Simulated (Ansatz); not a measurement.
# AlCu3 (Fm-3m) in Ansatz: further runs

Runs on AlCu3. Level: PBEsol. Tasks: relaxation of cell and atoms.

Program: Ansatz 0.2.0. These are calculated values, not measurements. Logs are shortened: lines on timing, memory, paths and dates and some standing lists are left out, and cuts for length are marked.

## 1. The crystal as given

The structure is cubic, space group Fm-3m (No. 225). The conventional cell has a = 5.776 Å, b = 5.776 Å, c = 5.776 Å, α = 90.00°, β = 90.00°, γ = 90.00°. Cu (site symmetry -43m) is surrounded by 4 Al at 2.50 Å and 4 Cu at 2.50 Å. Cu (site symmetry m-3m) has 8 Cu at 2.50 Å as nearest neighbours. Al (site symmetry m-3m) is surrounded by 8 Cu at 2.50 Å.

The cell comes from a database or a generator and needn't be the stable form of this composition.

## 2. Relaxation of cell and atoms, PBEsol

File input.yaml:

```yaml
crystal:
  lattice:
    - [0.0, 2.888010988, 2.888010988]
    - [2.888010988, 0.0, 2.888010988]
    - [2.888010988, 2.888010988, 0.0]
  atoms:
    - { symbol: Cu, position: [0.75, 0.75, 0.75] }
    - { symbol: Cu, position: [0.25, 0.25, 0.25] }
    - { symbol: Cu, position: [0.5, 0.5, 0.5] }
    - { symbol: Al, position: [0.0, 0.0, 0.0] }
hamiltonian:
  xc: pbesol
  pseudopotentials: { kind: paw }
kpoints:
  mp_grid: { grid: [8, 8, 8] }
scf:
  occupations: { method: fermi_dirac, width: 0.05 }
output:
  forces: true
  stress: true
  eigenvalues: true
relax:
  f_tol: 0.01
  max_steps: 40
  cell: { stress_tol: 0.05 }
```

Potentials or basis: Ansatz PAW.

Launch:

```
> ansatz run input.yaml --threads 2 --pin off --max-ram 5632MiB --backend cpu --events-out ev --progress --plain --runs-dir out
```

The program printed:

```text
Warning: RAYON_NUM_THREADS=2 ignored (pool sized by the plan → 2); use --threads N
Engine: ansatz 0.2.0, x86_64-unknown-linux-gnu
Pseudopotentials: kind: paw
Pseudopotential: Cu, paw, valence charge 19, recommended cutoff 420 eV (normal), Cu.paw.azcp
Pseudopotential: Al, paw, valence charge 3, recommended cutoff 420 eV (normal), Al.paw.azcp
Functional definition: PBEsol
  exchange = pbesol_x
  correlation = pbesol_c
Crystal: 4 atoms, lattice volume = 48.176 Å³
Basis set: ecut = 420 eV, 941 PW (Γ), exchange–correlation on 60×60×60 points (8 copies of the dense FFT grid, shifted against one another)
Bands: 36, of which v1, the nominal top of the filled ones, is band 30 counted from 1 (29 counted from 0)
Symmetry: 48 space group operations
Space group: Fm-3m (ITA 225), of the structure as read, at distance tolerance 3.6e-5 Å
k-points: 29 of 512
Non-local potential: Cu, projectors of the file, l = 0: 3, l = 1: 2, l = 2: 3, l = 3: 1
Non-local potential: Al, projectors of the file, l = 0: 2, l = 1: 2, l = 2: 1
PAW form: soft (Blöchl's): semilocal exchange-correlation on the pseudo side does not see the compensation charge
PAW frozen core: Cu, regenerated for the run's functional, and the local potential with it (the file was generated under x = pbe(κ = 0.804, μ = 0.2195149727645171), c = pbe(β = 0.06672455060314922))
PAW frozen core: Al, regenerated for the run's functional, and the local potential with it (the file was generated under x = pbe(κ = 0.804, μ = 0.2195149727645171), c = pbe(β = 0.06672455060314922))
PAW one-centre angular grid: Cu, 590 points (default); XC on 64 Gauss nodes
PAW one-centre angular grid: Al, 110 points (default); XC on 64 Gauss nodes
Initial density: superposition of atomic densities (neutral atoms: chi_scale 0, normalization atom), corrected by the library's trained network
Initial wavefunctions: pseudopotential atomic-orbital guess
Functional: x = pbesol(κ = 0.804, μ = 0.12345679012345678), c = pbesol(β = 0.046)
SCF iter   1: F=—  HF=-20291.602800 eV  |F-HF|=—  |Δ(HF+E_count)|=         —  Δρ=1.34e-2  dr2=4.30e-2  ethr=1.77e-3  ⟨swp⟩=5.4  Hψ=3622  notcnv=0  defer=4
preconditioner: auto → none  [insulator: Δε(μ)=0.265 eV  Ē_g=8.850 eV  σ=0.050 eV  W_gap=0.87  n_scr=14 (ndim 8)  ℏωp=32.1 eV  f_vac=0.000  D(μ)=0.29/eV (n_scr^D=0)  ε∞_Penn≈14.2]
SCF iter   2: F=—  HF=-20291.592559 eV  |F-HF|=—  |Δ(HF+E_count)|=   1.02e-2  Δρ=2.02e-3  dr2=1.21e-3  ethr=7.16e-5  ⟨swp⟩=2.0  Hψ=1904  notcnv=0  defer=35
SCF iter   3: F=—  HF=-20291.591966 eV  |F-HF|=—  |Δ(HF+E_count)|=   5.93e-4  Δρ=7.46e-4  dr2=8.72e-5  ethr=2.02e-6  ⟨swp⟩=2.0  Hψ=1778  notcnv=0  defer=35
SCF iter   4: F=—  HF=-20291.592005 eV  |F-HF|=—  |Δ(HF+E_count)|=   3.92e-5  Δρ=7.38e-5  dr2=1.87e-6  ethr=1.45e-7  ⟨swp⟩=1.0  Hψ=1010  notcnv=0  defer=35
SCF iter   5: F=—  HF=-20291.592005 eV  |F-HF|=—  |Δ(HF+E_count)|=   6.14e-7  Δρ=2.75e-5  dr2=1.97e-7  ethr=3.12e-9  ⟨swp⟩=2.0  Hψ=1642  notcnv=0  defer=35
SCF iter   6: F=-20291.592005 eV  HF=-20291.592005 eV  |F-HF|=2.23e-9  |Δ(HF+E_count)|=   3.50e-8  Δρ=4.35e-6  dr2=4.35e-9  ethr=1.67e-10  ⟨swp⟩=7.3  Hψ=4117  notcnv=0
SCF 1 converged in 6 iterations: F = -20291.592005 eV  dr2 = 4.35e-9
relax step   1: F+E_penalty+E_count = -20291.59200484 eV  Δ(F+E_penalty+E_count) = +0.000e0 eV  max|allowed force component| = 1.966e-17 eV/Å  Δτ_max = 0.0000 Å  P = -0.760 GPa  Ω = 48.176 Å³  (6 SCF iters, dr2 threshold 1.00e-7 eV, accepted)
Crystal: 4 atoms, lattice volume = 48.035 Å³
Initial density: handed on by an earlier stage of this run
Initial wavefunctions: those handed on with the density
iter 1 solved again at ethr=8.90e-7 eV; its pass at ethr=3.10e-3 eV (dr2=5.34e-4 eV) is discarded
SCF iter   1: F=—  HF=-20291.592674 eV  |F-HF|=—  |Δ(HF+E_count)|=         —  Δρ=1.21e-3  dr2=5.06e-4  ethr=8.90e-7  ⟨swp⟩=2.0  Hψ=3804  notcnv=0
[... 21 lines left out ...]
SCF 3 converged in 6 iterations: F = -20291.592736 eV  dr2 = 2.81e-10
relax step   3: F+E_penalty+E_count = -20291.59273586 eV  Δ(F+E_penalty+E_count) = -1.680e-4 eV  max|allowed force component| = 6.823e-17 eV/Å  Δτ_max = 0.0000 Å  P = +0.003 GPa  Ω = 47.931 Å³  energy of the carried Pulay correction = +1.519e-4 eV  (6 SCF iters, dr2 threshold 2.61e-7 eV, accepted)
Initial wavefunctions: pseudopotential atomic-orbital guess (no wavefunctions were taken with the density)
iter 1 solved again at ethr=3.97e-9 eV; its pass at ethr=3.10e-3 eV (dr2=2.38e-6 eV) is discarded
SCF iter   1: F=—  HF=-20291.592638 eV  |F-HF|=—  |Δ(HF+E_count)|=         —  Δρ=7.78e-6  dr2=3.81e-9  ethr=3.97e-9  ⟨swp⟩=3.7  Hψ=6762  notcnv=0
preconditioner: auto → none  [insulator: Δε(μ)=0.258 eV  Ē_g=8.940 eV  σ=0.050 eV  W_gap=0.86  n_scr=14 (ndim 8)  ℏωp=32.2 eV  f_vac=0.000  D(μ)=0.30/eV (n_scr^D=0)  ε∞_Penn≈14.0]
SCF iter   2: F=—  HF=-20291.592637 eV  |F-HF|=—  |Δ(HF+E_count)|=   1.12e-6  Δρ=4.29e-6  dr2=3.52e-9  ethr=6.36e-12  ⟨swp⟩=2.0  Hψ=1910  notcnv=0
SCF iter   3: F=—  HF=-20291.592637 eV  |F-HF|=—  |Δ(HF+E_count)|=  4.91e-10  Δρ=1.46e-6  dr2=1.28e-10  ethr=5.86e-12  ⟨swp⟩=2.3  Hψ=1392  notcnv=0
iter 4 did not close the SCF: its close was put off for the readings that it lacked (scf_convergence_deferred on its scf_iter line)
SCF iter   4: F=-20291.592637 eV  HF=-20291.592637 eV  |F-HF|=7.28e-12  |Δ(HF+E_count)|=  9.09e-11  Δρ=1.16e-7  dr2=5.36e-12  ethr=1.00e-12  ⟨swp⟩=2.4  Hψ=1810  notcnv=0
iter 5 did not close the SCF: its close was put off for the readings that it lacked (scf_convergence_deferred on its scf_iter line)
SCF iter   5: F=-20291.592637 eV  HF=-20291.592637 eV  |F-HF|=3.64e-12  |Δ(HF+E_count)|=  3.64e-12  Δρ=5.50e-8  dr2=8.24e-13  ethr=1.00e-12  ⟨swp⟩=1.0  Hψ=1044  notcnv=0
iter 6 did not close the SCF: its close was put off for the readings that it lacked (scf_convergence_deferred on its scf_iter line)
SCF iter   6: F=-20291.592637 eV  HF=-20291.592637 eV  |F-HF|=0.00e0  |Δ(HF+E_count)|=  3.64e-12  Δρ=4.41e-9  dr2=6.35e-15  ethr=1.00e-12  ⟨swp⟩=1.0  Hψ=1044  notcnv=0
iter 7 did not close the SCF: its close was put off for the readings that it lacked (scf_convergence_deferred on its scf_iter line)
SCF iter   7: F=-20291.592637 eV  HF=-20291.592637 eV  |F-HF|=0.00e0  |Δ(HF+E_count)|=    0.00e0  Δρ=2.34e-9  dr2=1.87e-15  ethr=1.00e-12  ⟨swp⟩=1.0  Hψ=1044  notcnv=0
SCF iter   8: F=-20291.592637 eV  HF=-20291.592637 eV  |F-HF|=0.00e0  |Δ(HF+E_count)|=    0.00e0  Δρ=5.63e-10  dr2=1.23e-16  ethr=1.00e-12  ⟨swp⟩=1.0  Hψ=2216  notcnv=0
SCF 4 converged in 8 iterations: F = -20291.592637 eV  dr2 = 1.23e-16
relax step   4: F+E_penalty+E_count = -20291.59263653 eV  Δ(F+E_penalty+E_count) = +9.934e-5 eV  max|allowed force component| = 6.361e-17 eV/Å  Δτ_max = 0.0000 Å  P = +0.002 GPa  Ω = 47.931 Å³  stress off target by 1.55e-3 GPa  SCF on the basis re-selected at this cell (its energy is not comparable with the rows above)  (8 SCF iters)
basis re-selected at this cell: Δ(F+E_penalty+E_count) = +9.934e-5 eV, ΔP = -0.001 GPa vs the last step (what re-selecting the basis moved, of the pressure what is left beyond the Pulay correction that the steps carried, after the strain that the cell walked since its last selection, with what the two solves' SCF thresholds leave and, on support functions, any second-order correction that the steps lacked; it is no measure of the basis error at this ecutwfc). This SCF's stress stands 1.55e-3 GPa from its target on what of the cell is left free (relax.cell.stress_tol is 5.00e-2 GPa) and its largest allowed force component is 6.36e-17 eV/Å (relax.f_tol is 1.00e-2 eV/Å): within both
SCF converged after 8 iterations
Free energy (F): -20291.592637 eV
Harris-Foulkes:  -20291.592637 eV  (|F-HF|=0.00e0)
Internal energy: -20291.589347 eV  (E = F + TS)
E sigma→0 (E₀):  -20291.590992 eV
Entropy (-TS):   -0.003290 eV (-0.822 meV/atom)
Fermi energy:    15.364937 eV
--- Per-component energies (eV) ---
  E_band       = -1152.492815
  E_kinetic    = 926.490400
  E_local      = -13859.434013  (includes V_loc(G=0)·N_el)
  E_nonlocal   = 1181.564292
  E_hartree    = 6162.286019
  E_xc         = -308.981170
  E_vxc        = -378.641847  (∫ρ·V_xc dr)
  E_paw        = -5331.059744  (= ΣΔE_a)
  E_vpaw       = -1347.044465  (= ΣTr[D̂ρ^β])
  E_aug_tail   = 0.000779  (compensation charges beyond the density's cutoff)
  E_ewald      = -9063.093655
  E_core_change = 0.637746  (= ΣΔE_core)
  E_smearing   = -0.003290  (= −TS)
  E_closure    = 0.000000  (closes the sum)
  Σ components = -20291.592637   (vs F -20291.592637, Δ=0.00e0)
--- Forces (eV/Å), atoms counted from 1 ---
  atom   1  Cu     0.00000000     0.00000000     0.00000000
  atom   2  Cu    -0.00000000    -0.00000000    -0.00000000
  atom   3  Cu     0.00000000    -0.00000000    -0.00000000
  atom   4  Al    -0.00000000     0.00000000    -0.00000000
  max |Σ_I F_I| component: 1.39e-17 eV/Å
--- Stress (GPa, compression-positive) ---
        0.001555       0.000000       0.000000
        0.000000       0.001555       0.000000
        0.000000       0.000000       0.001555
  P = ⅓ Tr σ = 0.0016 GPa (0.016 kbar)
--- Band table (eV; the first three rows and the last of 29) ---
  k-point 0: bands = ["-97.5257", "-97.5232", "-97.2151", "-55.0503", "-55.0503", "-55.0503", "-55.0419", "-55.0419", "-55.0419", "-54.7346", "-54.7346", "-54.7346", "4.6685", "10.6342", "10.6342", "10.7220", "10.7220", "10.7220", "11.5591", "11.5591", "11.5591", "12.6033", "12.6033", "12.6033", "12.7930", "12.7930", "12.9063", "12.9063", "19.1091", "19.1091", "19.1091", "19.5543", "19.5543", "19.5543", "20.5194", "21.8847"]
  k-point 1: bands = ["-97.5256", "-97.5233", "-97.2151", "-55.0506", "-55.0501", "-55.0501", "-55.0422", "-55.0422", "-55.0414", "-54.7348", "-54.7345", "-54.7345", "4.8861", "10.5958", "10.5958", "10.6318", "10.8547", "10.8547", "11.5414", "11.5414", "11.5553", "12.4423", "12.4896", "12.4896", "12.8474", "12.8474", "12.8934", "12.8934", "16.9367", "18.4925", "18.4925", "19.6854", "20.2128", "20.2128", "21.3640", "21.7186"]
  k-point 2: bands = ["-97.5253", "-97.5235", "-97.2152", "-55.0505", "-55.0495", "-55.0495", "-55.0431", "-55.0431", "-55.0413", "-54.7352", "-54.7342", "-54.7342", "5.5276", "10.3012", "10.6262", "10.6262", "11.0650", "11.0650", "11.3704", "11.5079", "11.5079", "12.1811", "12.2732", "12.2732", "12.8376", "12.8376", "12.9252", "12.9252", "14.8710", "18.0170", "18.0170", "19.3339", "19.7192", "19.7192", "21.2437", "22.5483"]
  k-point 28: bands = ["-97.5243", "-97.5243", "-97.2153", "-55.0565", "-55.0519", "-55.0471", "-55.0471", "-55.0377", "-55.0377", "-54.7351", "-54.7351", "-54.7328", "8.7525", "9.5785", "9.5785", "10.0888", "11.3973", "11.4358", "11.4727", "11.4727", "11.7358", "11.7358", "12.1619", "12.3010", "12.8361", "12.8361", "13.0021", "13.0156", "13.1853", "13.3982", "13.3982", "20.9552", "20.9552", "21.0403", "21.1283", "26.5505"]
--- Relaxed structure (3 steps of the walk, 3 accepted, 1 SCFs on fresh bases) ---
  F+E_penalty+E_count = -20291.59263653 eV   max|allowed force component| = 6.361e-17 eV/Å   (the final SCF, on the basis selected at the relaxed cell)
  cell:  # Å, volume = 47.9315 Å³
    - [1.1146126321959105e-34, 2.883125843799326, 2.883125843799326]
    - [2.883125843799326, 7.961518801399366e-35, 2.883125843799326]
    - [2.883125843799326, 2.883125843799326, 2.6750703172701853e-34]
  atoms:
    - { symbol: Cu, position: [0.75, 0.75, 0.75] }
    - { symbol: Cu, position: [0.25, 0.25, 0.25] }
    - { symbol: Cu, position: [0.5, 0.5, 0.5] }
    - { symbol: Al, position: [-1.295969450452161e-35, 1.5825154595973623e-35, 8.053679499459827e-36] }
```

Wall time 8.9 s (2 threads of Intel Xeon Platinum 8375C at 2.90GHz (Ice Lake), shared host); peak memory 0.4 GiB.

Results:

```yaml
Free_energy: -20291.5926 eV
Relaxed_volume: 11.98 Å³/atom
Relaxed_cell: a = 4.077 Å, b = 4.077 Å, c = 4.077 Å, α = 60.00°, β = 60.00°, γ = 60.00°
Space_group_after_relaxing_to_0.05_Å: Fm-3m (No. 225)
Energy_gained_by_relaxing: 0.2 meV/atom
Ionic_steps: 4
Pressure_after_relaxing: 0.0 GPa
Band_gap_on_the_k_mesh: none (metal or under the smearing width)
```

The path:
```csv
step,energy change (eV),largest force (eV/Å),volume (Å³)
1,0.0000,0.0000,48.18
2,-0.0006,0.0000,48.03
3,-0.0007,0.0000,47.93
4,-0.0006,0.0000,47.93
```

Final structure:
```
Cu Al
1.0
     0.00000    2.88313    2.88313
     2.88313    0.00000    2.88313
     2.88313    2.88313    0.00000
Cu Al
3 1
Direct
  0.75000 0.75000 0.75000
  0.25000 0.25000 0.25000
  0.50000 0.50000 0.50000
  0.00000 0.00000 0.00000
```

Caveat: the plane-wave basis is chosen anew once the cell has moved, so the energies of steps on either side of that aren't comparable; the PAW data sets come from PBE, with cores solved anew for the run's functional, which leaves a small shift of forces and pressure.

## 3. Relaxation of cell and atoms, PBEsol, target pressure 2 GPa, at which the enthalpy is minimised

input.yaml, as its differences from that of step 2:

```diff
@@ -24,2 +24,2 @@
   max_steps: 40
-  cell: { stress_tol: 0.05 }
+  cell: { stress_tol: 0.05, p_target: 2.0 }
```

Potentials or basis: Ansatz PAW.

Launch:

```
> ansatz run input.yaml --threads 2 --pin off --max-ram 5632MiB --backend cpu --events-out ev --progress --plain --runs-dir out
```

The program printed:

```text
Warning: RAYON_NUM_THREADS=2 ignored (pool sized by the plan → 2); use --threads N
[... 7 set-up lines as earlier in the session ...]
Crystal: 4 atoms, lattice volume = 48.176 Å³
Basis set: ecut = 420 eV, 941 PW (Γ), exchange–correlation on 60×60×60 points (8 copies of the dense FFT grid, shifted against one another)
[... 101 lines left out ...]
  k-point 2: bands = ["-97.3080", "-97.3061", "-96.9958", "-54.8336", "-54.8326", "-54.8326", "-54.8257", "-54.8257", "-54.8238", "-54.5157", "-54.5146", "-54.5146", "5.6878", "10.4903", "10.8112", "10.8112", "11.2582", "11.2582", "11.5687", "11.7082", "11.7082", "12.3989", "12.4911", "12.4911", "13.0659", "13.0659", "13.1557", "13.1557", "15.1266", "18.2912", "18.2912", "19.6577", "20.0072", "20.0072", "21.5712", "22.8526"]
  k-point 28: bands = ["-97.3069", "-97.3069", "-96.9960", "-54.8400", "-54.8351", "-54.8300", "-54.8300", "-54.8200", "-54.8200", "-54.5156", "-54.5156", "-54.5131", "8.9396", "9.7599", "9.7599", "10.2751", "11.5969", "11.6362", "11.6731", "11.6731", "11.9431", "11.9431", "12.3785", "12.5175", "13.0647", "13.0647", "13.2332", "13.2452", "13.4210", "13.6374", "13.6374", "21.2610", "21.2610", "21.3560", "21.4504", "26.8796"]
--- Relaxed structure (3 steps of the walk, 3 accepted, 1 SCFs on fresh bases) ---
  F+E_penalty+E_count = -20291.58867539 eV   max|allowed force component| = 3.238e-17 eV/Å   (the final SCF, on the basis selected at the relaxed cell)
  cell:  # Å, volume = 47.3128 Å³
    - [-9.760822050515617e-34, 2.8706674729988597, 2.8706674729988597]
    - [2.8706674729988597, 1.9107645123358462e-34, 2.8706674729988597]
    - [2.8706674729988597, 2.8706674729988597, -2.8502237309009713e-34]
  atoms:
    - { symbol: Cu, position: [0.7500000000000001, 0.7500000000000001, 0.7500000000000001] }
    - { symbol: Cu, position: [0.25, 0.25, 0.25] }
    - { symbol: Cu, position: [0.5, 0.5, 0.5] }
    - { symbol: Al, position: [-2.659233796991453e-35, 3.25620464937729e-35, 1.4674628953193652e-35] }
```

Run time: 9.2 s. Hardware: 2 threads of Intel Xeon Platinum 8375C at 2.90GHz (Ice Lake), shared host; peak memory 0.4 GiB.

What came out:

| Quantity | Value |
| --- | --- |
| Free energy | -20291.5887 eV |
| Relaxed volume | 11.83 Å³/atom |
| Relaxed cell | a = 4.060 Å, b = 4.060 Å, c = 4.060 Å, α = 60.00°, β = 60.00°, γ = 60.00° |
| Space group after relaxing (to 0.05 Å) | Fm-3m (No. 225) |
| Energy change on relaxing (the enthalpy is what falls) | +0.8 meV/atom |
| Ionic steps | 4 |
| Pressure after relaxing | 2.0 GPa |
| Band gap on the k mesh | none (metal or under the smearing width) |

Step by step:
```
step  energy change (eV)  largest force (eV/Å)  volume (Å³)
   1              0.0000                0.0000        48.18
   2             -0.0002                0.0000        47.67
   3              0.0028                0.0000        47.31
   4              0.0033                0.0000        47.31
```

Final structure:
```
CELL_PARAMETERS angstrom
0.00000 2.87067 2.87067
2.87067 0.00000 2.87067
2.87067 2.87067 0.00000
ATOMIC_POSITIONS crystal
Cu 0.75000 0.75000 0.75000
Cu 0.25000 0.25000 0.25000
Cu 0.50000 0.50000 0.50000
Al 0.00000 0.00000 0.00000
```

Caveat: the plane-wave basis is chosen anew once the cell has moved, so the energies of steps on either side of that aren't comparable; the PAW data sets come from PBE, with cores solved anew for the run's functional, which leaves a small shift of forces and pressure.
